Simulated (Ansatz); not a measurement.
S, rhombohedral S6: how the functional moves the structure

All rows: Ansatz, plane waves with scalar-relativistic PAW, 420 eV (500 eV for the SCAN forms), relaxed under each functional, no dispersion correction, no zero-point motion. B₀ comes from uniform scaling at fixed shape; a dash is a value not given.

The measured cell (COD entry 9012361) has a = 10.766 Å, c = 4.225 Å (c/a = 0.392), 23.56 Å³/atom.

```json
{"functional": "PBE", "V (Å³/atom)": "33.19", "cell": "a = 11.009 Å, c = 5.691 Å (c/a = 0.517)", "magnetic state": "spin not included", "ΔE to alpha-S8 (Fddd) (meV/atom)": "65"}
{"functional": "r²SCAN", "V (Å³/atom)": "25.43", "cell": "a = 10.911 Å, c = 4.440 Å (c/a = 0.407)", "magnetic state": "spin not included", "ΔE to alpha-S8 (Fddd) (meV/atom)": "52"}
{"functional": "PBEsol", "V (Å³/atom)": "22.85", "cell": "a = 10.420 Å, c = 4.375 Å (c/a = 0.420)", "magnetic state": "spin not included", "ΔE to alpha-S8 (Fddd) (meV/atom)": "40"}
{"functional": "LDA", "V (Å³/atom)": "20.28", "cell": "a = 10.211 Å, c = 4.042 Å (c/a = 0.396)", "magnetic state": "spin not included", "ΔE to alpha-S8 (Fddd) (meV/atom)": "18"}
```

LDA gives the smallest volume and PBE the largest.

Some functionals expand this cell far past the measured one.
